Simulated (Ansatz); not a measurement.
What spin–orbit coupling does to the bands of BaO

```
Ba O
1.0
     0.00000    2.75000    2.75000
     2.75000    0.00000    2.75000
     2.75000    2.75000    0.00000
Ba O
1 1
Direct
  0.00000 0.00000 0.00000
  0.50000 0.50000 0.50000
```

Atoms are numbered in the order listed.

The conventional cell has a = 5.500 Å, b = 5.500 Å, c = 5.500 Å, α = 90.00°, β = 90.00°, γ = 90.00°. Ba (atom 1) has 6 O at 2.75 Å as nearest neighbours. Around O (atom 2) lie 6 Ba at 2.75 Å.

The cell is COD entry 5910030, as deposited and not checked against the literature; nothing was relaxed. It differs from other determinations.

Levels of theory: DFT, PBE, all-electron LAPW, scalar-relativistic (Ansatz 0.2.0); DFT, PBE, all-electron LAPW, Dirac equation with spin-orbit coupling (Ansatz 0.2.0).

Settings: a Γ-centred 9×9×9 k mesh, Fermi–Dirac smearing of 0.02 eV, basis error target 1 meV/atom, no spin polarisation.

Levels between -8 and 4 eV, each run counted from its own valence-band top. Scalar levels are listed once for both spins; with the coupling every spinor state is counted. Levels near the edges of the range can cross them.

**Question.** At Γ (0.000, 0.000, 0.000) the scalar-relativistic levels are -0.51 (×3), 3.69. What are they with spin–orbit coupling?

**Answer.** -0.63 (×2), -0.52 (×4), 3.65 (×2).

**Question.** At L (0.500, 0.500, 0.500) the scalar-relativistic levels are -2.06, -1.57 (×2). What are they with spin–orbit coupling?

**Answer.** -2.10 (×2), -1.62 (×2), -1.61 (×2).

**Question.** Without the coupling the gap is 1.97 eV, direct at X (0.5, 0, 0.5). And with it?

**Answer.** 1.93 eV, direct at X (0.5, 0, 0.5).
